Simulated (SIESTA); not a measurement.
Crystal: PtSe2 (Sudovikovite).

```
Pt Se
1.0
     3.72400    0.00000    0.00000
    -1.86200    3.22508    0.00000
     0.00000    0.00000    5.06200
Pt Se
1 2
Direct
  0.00000 0.00000 0.00000
  0.66667 0.33333 0.75000
  0.33333 0.66667 0.25000
```

| Quantity | Value |
| --- | --- |
| Program | SIESTA 5.4.2 |
| Task | relaxation of cell and atoms |
| Functional | SOGGA |
| Potentials or basis | PseudoDojo 0.4 standard (PBEsol files) |
| Basis | DZP (energy shift 0.002 Ry) |
| Grid cutoff | 800 Ry |
| Energy shift | 0.002 Ry |
| k mesh | 8 × 8 × 5 |
| Occupations | fermi-dirac, width 0.05 eV |
| Spin | no spin polarisation |

At the start: pressure 7.8 GPa; volume 20.27 Å³/atom.

**Question.** Where does the relaxation end?

**Answer.** Over 14 steps the energy falls by 41.0 meV/atom and the volume is 20.28 Å³/atom (+0.1 %); space group P-3m1 (No. 164, to 0.05 Å).

The path:
| step | energy change (eV) | largest force (eV/Å) | pressure (GPa) | volume (Å³) |
| --- | --- | --- | --- | --- |
| 1 | 0.0000 | 1.1986 | 7.84 | 60.80 |
| 2 | -0.0670 | 0.7586 | 4.37 | 61.66 |
| 3 | -0.1080 | 0.1402 | -0.28 | 62.91 |
| 4 | -0.1089 | 0.0881 | -0.60 | 62.95 |
| 5 | -0.1104 | 0.0182 | -0.90 | 62.86 |
| 6 | -0.1128 | 0.0550 | -0.98 | 62.51 |
| 7 | -0.1153 | 0.0970 | -0.65 | 61.89 |
| 8 | -0.1167 | 0.0778 | -0.10 | 61.44 |
| 9 | -0.1175 | 0.0252 | 0.31 | 61.25 |
| 10 | -0.1185 | 0.0238 | 0.60 | 61.10 |
| 11 | -0.1202 | 0.0732 | 0.79 | 60.89 |
| 12 | -0.1219 | 0.0763 | 0.70 | 60.69 |
| 13 | -0.1227 | 0.0409 | 0.28 | 60.77 |
| 14 | -0.1229 | 0.0077 | 0.02 | 60.84 |

Final structure:
```xyz
3
Lattice="3.7813 -0.0003 -0.0002 -1.8909 3.2745 0.0002 -0.0003 0.0002 4.9135" Properties=species:S:1:pos:R:3 pbc="T T T"
Pt    0.0000    0.0000    0.0000
Se    1.8904    1.0914    3.5948
Se   -0.0003    2.1830    1.3187
```

Caveat: semicore shells carry a single zeta, which can move pressures by several GPa and volumes by a few percent; the potentials were made for another functional, which shifts forces and pressure; the basis of atomic orbitals isn't converged, which shifts pressures, moduli and gaps.
